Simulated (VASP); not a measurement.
# MgI2 (P-3m1) in VASP: further runs, part 2 of 2

VASP 6.6.1. Earlier steps stand in the parts before.

**4. Single point, PBE+D3(BJ)**

This run uses another cell than the first one, of 161.13 Å³/atom, 4.802 times its volume.

INCAR reads:

```
PREC = Accurate ; ENCUT = 520
EDIFF = 1E-7 ; ISMEAR = 0
SIGMA = 0.02 ; LREAL = F
LASPH = T ; NELM = 100
ALGO = Normal ; ISIF = 2
LWAVE = F ; LCHARG = T
LDIPOL = T ; IDIPOL = 3
DIPOL = 0.5 0.5 0.500 ; GGA = PE
IVDW = 12 ; LELF = T
LVHAR = T ; LVACPOTAV = T
NBANDS = 15
```

KPOINTS reads:

```
Automatic mesh
0
Gamma
  6 6 1
```

POSCAR reads:

```
MgI2
1.0
    4.1311065861      0.0000000000      0.0000000000
   -2.0655532931      3.5776432493      0.0000000000
    0.0000000000      0.0000000000     32.7072668214
I Mg
2 1
Direct
    0.3333333333      0.6666666667      0.4485855159
    0.6666666667      0.3333333333      0.5514144841
    0.0000000000      0.0000000000      0.5000000000
```

Potentials or basis: VASP PAW PBE potentials, release 64 (I, Mg).

Launch:

```
$ cat potpaw_PBE.64/I/POTCAR potpaw_PBE.64/Mg/POTCAR > POTCAR
$ mpirun -np 1 vasp_std > vasp.out
```

OUTCAR:

```text
PREC = Accurate
   ENCUT = 520
   EDIFF = 1E-7
   ISMEAR = 0
   LREAL = F
   LASPH = T
   NELM = 100
   ISIF = 2
   GGA = PE
   IVDW = 12
 IVDW          = 12

 ion  position               nearest neighbor table
   1  0.333  0.667  0.449-   3 2.92   3 2.92   3 2.92
   2  0.667  0.333  0.551-   3 2.92   3 2.92   3 2.92
   3  0.000  0.000  0.500-   1 2.92   2 2.92   2 2.92   1 2.92   2 2.92   1 2.92

  LATTYP: Found a hexagonal cell.
 ALAT       =     4.1311065861
 C/A-ratio  =     7.9173137124

  Lattice vectors:

 A1 = (   4.1311065861,   0.0000000000,   0.0000000000)
 A2 = (  -2.0655532931,   3.5776432493,   0.0000000000)
 A3 = (   0.0000000000,   0.0000000000,  32.7072668214)

Analysis of symmetry for initial positions (statically):
=====================================================================
 Subroutine PRICEL returns:
 Original cell was already a primitive cell.

 Routine SETGRP: Setting up the symmetry group for a
 hexagonal supercell.

 Subroutine GETGRP returns: Found 12 space group operations
 (whereof 12 operations were pure point group operations)
 out of a pool of 24 trial point group operations.

[... 172 lines left out ...]
     14       2.1542      0.00000
[... 95 lines left out ...]
      2     -15.6248      2.00000
      3      -7.6896      2.00000
      4      -7.0028      2.00000
      5      -7.0028      2.00000
      6      -6.5155      2.00000
      7      -5.3412      2.00000
      8      -5.3412      2.00000
      9      -0.1164      0.00000
     10       1.8592      0.00000
     11       1.8592      0.00000
     12       3.4877      0.00000
     13       3.5116      0.00000
     14       3.8854      0.00000
     15       3.8854      0.00000

------------------------ aborting loop because EDIFF is reached ----------------------------------------

 vacuum level on the upper side and lower side of the slab       (xc-potential included)        -0.079        -0.079

 Edisp (eV)   -0.70534

 E8    (eV) :    -0.3337

  FORCE on cell =-STRESS in cart. coord.  units (eV):
  Direction    XX          YY          ZZ          XY          YZ          ZX
  --------------------------------------------------------------------------------------
  -------------------------------------------------------------------------------------
  Total      -0.02572    -0.02572    -0.03019     0.00000     0.00000    -0.00000
  in kB      -0.08524    -0.08524    -0.10005     0.00000     0.00000    -0.00000
  external pressure =       -0.09 kB  Pullay stress =        0.00 kB

 VOLUME and BASIS-vectors are now :
 -----------------------------------------------------------------------------
  energy-cutoff  :      520.00
  volume of cell :      483.40
      direct lattice vectors                 reciprocal lattice vectors
     4.131106586  0.000000000  0.000000000     0.242065892  0.139756808  0.000000000
    -2.065553293  3.577643249  0.000000000     0.000000000  0.279513616  0.000000000
     0.000000000  0.000000000 32.707266821     0.000000000  0.000000000  0.030574245

 POSITION                                       TOTAL-FORCE (eV/Angst)
 -----------------------------------------------------------------------------------
     -0.00000      2.38510     14.67201         0.000000     -0.000000      0.008244
      2.06555      1.19255     18.03526        -0.000000      0.000000     -0.008244
      0.00000      0.00000     16.35363        -0.000000      0.000000      0.000000
 -----------------------------------------------------------------------------------
    total drift:                                0.000000     -0.000000      0.000000

  FREE ENERGIE OF THE ION-ELECTRON SYSTEM (eV)
  ---------------------------------------------------
  free  energy   TOTEN  =        -8.4257839802 eV

  energy  without entropy=       -8.4257839802  energy(sigma->0) =       -8.42578398

 vacuum level on the upper side and lower side of the slab         1.820         1.820
```

OSZICAR:

```text
N       E                     dE             d eps       ncg     rms          rms(c)
DAV:   1     0.113916358711E+03    0.11392E+03   -0.40100E+03   210   0.679E+02
DAV:   2     0.855257222462E+01   -0.10536E+03   -0.94680E+02   366   0.110E+02
DAV:   3    -0.726951897588E+01   -0.15822E+02   -0.15712E+02   266   0.542E+01
[... 17 lines left out ...]
DAV:  21    -0.772044204907E+01   -0.45580E-06   -0.25204E-09   217   0.232E-04    0.682E-05
DAV:  22    -0.772044224624E+01   -0.19717E-06   -0.81038E-10   210   0.145E-04    0.404E-05
DAV:  23    -0.772044235944E+01   -0.11320E-06    0.14351E-09   217   0.747E-05    0.213E-05
DAV:  24    -0.772044248055E+01   -0.12111E-06    0.10993E-09   196   0.819E-05    0.151E-05
DAV:  25    -0.772044250422E+01   -0.23663E-07    0.19085E-09   210   0.318E-05
   1 F= -.84257840E+01 E0= -.84257840E+01  d E =-.207556E-11
```

Wall time 3.2 min (1 thread of Intel Xeon Platinum 8175M at 2.50GHz (Skylake/Cascade Lake), shared host); peak memory 0.57 GiB.

What came out:

```
Free energy                            : -8.4258 eV
Largest force                          : 0.008 eV/Å
Band gap on the k mesh                 : 3.62 eV, indirect (least direct gap 4.08 eV)
Dispersion energy per atom             : -0.235 eV
Ionisation potential of the upper face : 6.34 eV
```

Forces in eV/Å, atoms in the order of the input:
```
I    0.000  0.000  0.008
I    0.000  0.000 -0.008
Mg   0.000  0.000  0.000
```

Caveat: spin-orbit coupling is left out, which moves the levels of the heavy elements.

**5. Single point, PBE+D3(BJ)**

This run uses another cell than the first one, of 160.59 Å³/atom, 4.786 times its volume.

INCAR reads:

```
SYSTEM = MgI2
PREC = Accurate
ENCUT = 520
EDIFF = 1E-7
ISMEAR = 0
SIGMA = 0.02
LREAL = .FALSE.
LASPH = .TRUE.
NELM = 80
ALGO = Fast
ISIF = 2
LWAVE = .FALSE.
LCHARG = .FALSE.
LDIPOL = .TRUE.
IDIPOL = 3
DIPOL = 0.5 0.5 0.500
GGA = PE
IVDW = 12
NBANDS = 15
```

KPOINTS reads:

```
Automatic mesh
0
G
  6 6 1
  0 0 0
```

POSCAR reads:

```
MgI2
1.0
    4.1241540593      0.0000000000      0.0000000000
   -2.0620770297      3.5716221845      0.0000000000
    0.0000000000      0.0000000000     32.7072668214
I Mg
2 1
Direct
    0.3333333333      0.6666666667      0.4487325947
    0.6666666667      0.3333333333      0.5512674053
    0.0000000000      0.0000000000      0.5000000000
```

Launch:

```
$ cat potpaw_PBE.64/I/POTCAR potpaw_PBE.64/Mg/POTCAR > POTCAR
$ mpirun -np 1 vasp_std > vasp.out
```

It took 2.7 min on 1 thread of Intel Xeon Platinum 8175M at 2.50GHz (Skylake/Cascade Lake), shared host; peak memory 0.55 GiB.

It converged, with:

```
Free energy                : -8.4256 eV
Largest force              : 0.029 eV/Å
Band gap on the k mesh     : 3.63 eV, indirect (least direct gap 4.10 eV)
Dispersion energy per atom : -0.236 eV
```

Forces in eV/Å, atoms in the order of the input:
```
I    0.000  0.000 -0.029
I    0.000  0.000  0.029
Mg   0.000  0.000  0.000
```

Levels at points of the mesh, in eV from the valence-band top:
| k point | band 6 | band 7 | band 8 | band 9 | band 10 | band 11 |
| --- | --- | --- | --- | --- | --- | --- |
| (0.00, 0.00, 0.00) | -0.28 | 0.00 | 0.00 | 4.10 | 4.94 | 5.90 |
| (0.50, 0.00, 0.00) | -1.19 | -0.77 | -0.48 | 3.63 | 5.45 | 5.59 |

Caveat: spin-orbit coupling is left out, which moves the levels of the heavy elements.

**6. Summary**

```tsv
task	potentials or basis	cell	k mesh	cutoff (eV)	dipole correction	gap on the mesh (eV)	pressure (GPa)	largest force (eV/Å)
single point	VASP PAW PBE potentials, release 64 (Mg, I)	P-3m1, 33.56 Å³/atom	6 × 6 × 4	520	no	3.52	0.0	0.01
relaxation of cell and atoms	VASP PAW PBE potentials, release 64 (Mg, I)	relaxed	6 × 6 × 4	600	no	3.51	0.0	-
single point	VASP PAW PBE potentials, release 64 (I, Mg)	P-3m1, 161.13 Å³/atom	6 × 6 × 1	520	yes	3.62	-	0.01
single point	VASP PAW PBE potentials, release 64 (I, Mg)	P-3m1, 160.59 Å³/atom	6 × 6 × 1	520	yes	3.63	-	0.03
```

Alike in all rows: level PBE+D3(BJ); no spin polarisation; smearing gaussian 0.02 eV.

Caveats: spin-orbit coupling is left out, which moves the levels of the heavy elements.

Total energies depend on the potentials used, so only differences within one code and one set of settings carry meaning.
